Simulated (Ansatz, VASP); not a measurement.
Two plane-wave programs on Bi2Te2Se

```xyz
5
Lattice="2.1610 1.2476 10.5856 -2.1610 1.2476 10.5856 0.0000 -2.4953 10.5856" Properties=species:S:1:pos:R:3 pbc="T T T"
Bi    0.0000    0.0000   19.3169
Bi    0.0000    0.0000   12.4398
Te    0.0000    0.0000    6.9736
Te    0.0000    0.0000   24.7831
Se    0.0000    0.0000    0.0000
```

The cell is a database's computed one.

Alike in both runs: task single point; functional PBEsol; k mesh 6 × 6 × 6; occupations gaussian, width 0.1 eV; no spin polarisation.

```csv
,VASP,Ansatz
version,VASP 6.6.1,Ansatz 0.2.0
potentials or method,"VASP PAW PBE potentials, release 64 (Bi_d, Te, Se)","scalar-relativistic, plane waves, PAW"
plane-wave cutoff (eV),520,420
valence electrons in the cell,48,78
```

VASP gave:

```
gap on the k mesh at the Fermi level (eV) : 0.40
least direct gap on the mesh (eV)         : 0.40
pressure (GPa)                            : -1.5
rms of the force components (eV/Å)        : 0.026
```

Task: Which values does Ansatz return?

Result: gap on the k mesh at the Fermi level (eV): 0.41; least direct gap on the mesh (eV): 0.41; pressure (GPa): -1.5; rms of the force components (eV/Å): 0.023.

Atom by atom the forces differ by 0.009 eV/Å (rms over components). The two sets of potentials don't hold the same shells in valence.

Caveats: the PAW data sets were made with another functional, which shifts forces and pressure a little (VASP); spin-orbit coupling is left out, which as a rule narrows the gap of such compounds by several tenths of an eV. A k mesh can miss the band edges.
